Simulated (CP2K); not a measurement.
CuO in CP2K: the effect of pseudo set

The system is CuO.

```xyz
6
Lattice="4.1609 0.0000 0.0000 0.0000 4.1609 0.0000 0.0000 0.0000 3.8876" Properties=species:S:1:pos:R:3 pbc="T T T"
Cu    2.0805    0.0000    1.9438
Cu    0.0000    2.0805    1.9438
Cu    0.0000    0.0000    0.0000
O     0.0000    0.0000    1.9438
O     2.0805    0.0000    0.0000
O     0.0000    2.0805    0.0000
```

Measurements of this composition are mostly on another form, of space group No. 15.

Alike in all runs:

- Program: CP2K 2026.2
- Task: band structure
- Functional: PBE
- Density cutoff: 8163 eV
- k mesh: 7 × 7 × 7
- Occupations: fermi-dirac, width 0.05 eV
- Spin: no spin polarisation

```tsv
pseudo set	pressure (GPa)
PBE	4.6
PADE	2.7
BLYP	3.1
SCAN	5.1
PBE0	?
```

Question: What does the run with pseudo set PBE0 give?

Answer: Pressure 5.9 GPa.

Caveats: the basis of atomic orbitals isn't converged, which shifts pressures, moduli and gaps; an odd number of electrons without spin polarisation forces a metal; a magnetic or distorted state may lie lower; the run has no spin polarisation, though such a crystal can be magnetic; the potentials were made for another functional, which shifts forces and pressure (some runs).
